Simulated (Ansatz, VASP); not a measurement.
## One calculation of TePb (db), two programs

File INCAR:

```
SYSTEM = TePb
PREC = Accurate
ENCUT = 520
EDIFF = 1E-6
ISMEAR = 0
SIGMA = 0.02
LREAL = .False.
LASPH = .True.
NELM = 100
ALGO = Normal
ISIF = 2
LWAVE = .False.
LCHARG = .True.
GGA = PE
LELF = .True.
LVHAR = .True.
NBANDS = 17
```

KPOINTS

```
regular mesh
0
Gamma
  8 8 8
  0 0 0
```

Contents of POSCAR:

```
TePb
1.0
    0.0000000000      3.2310000000      3.2310000000
    3.2310000000      0.0000000000      3.2310000000
    3.2310000000      3.2310000000      0.0000000000
Te Pb
1 1
Direct
    0.5000000000      0.5000000000      0.5000000000
    0.0000000000      0.0000000000      0.0000000000
```

Input for Ansatz:

```yaml
crystal:
  lattice:
    - [0.0, 3.231, 3.231]
    - [3.231, 0.0, 3.231]
    - [3.231, 3.231, 0.0]
  atoms:
    - { symbol: Te, position: [0.5, 0.5, 0.5] }
    - { symbol: Pb, position: [0.0, 0.0, 0.0] }
basis:
  ecutwfc: 420
kpoints:
  mp_grid: { grid: [8, 8, 8] }
hamiltonian:
  xc: pbe
scf:
  occupations: { method: gaussian, width: 0.02 }
output:
  forces: true
  stress: true
  eigenvalues: true
```

Alike in both runs: task single point; functional PBE; k mesh 8 × 8 × 8; occupations gaussian, width 0.02 eV; no spin polarisation.

|  | VASP | Ansatz |
| --- | --- | --- |
| version | VASP 6.6.1 | Ansatz 0.2.0 |
| potentials or method | VASP PAW PBE potentials, release 64 (Te, Pb_d) | scalar-relativistic, plane waves, PAW |
| plane-wave cutoff (eV) | 520 | 420 |
| valence electrons in the cell | 20 | 30 |

Ansatz gave:

- gap on the k mesh at the Fermi level (eV): 0.73
- least direct gap on the mesh (eV): 0.73
- pressure (GPa): 2.1

Problem. What did VASP give for the same quantities?

Solution. gap on the k mesh at the Fermi level (eV): 0.74; least direct gap on the mesh (eV): 0.74; pressure (GPa): 2.1.

The two sets of potentials don't hold the same shells in valence.

Caveats: spin-orbit coupling is left out, which as a rule narrows the gap of such compounds by several tenths of an eV. A k mesh can miss the band edges.
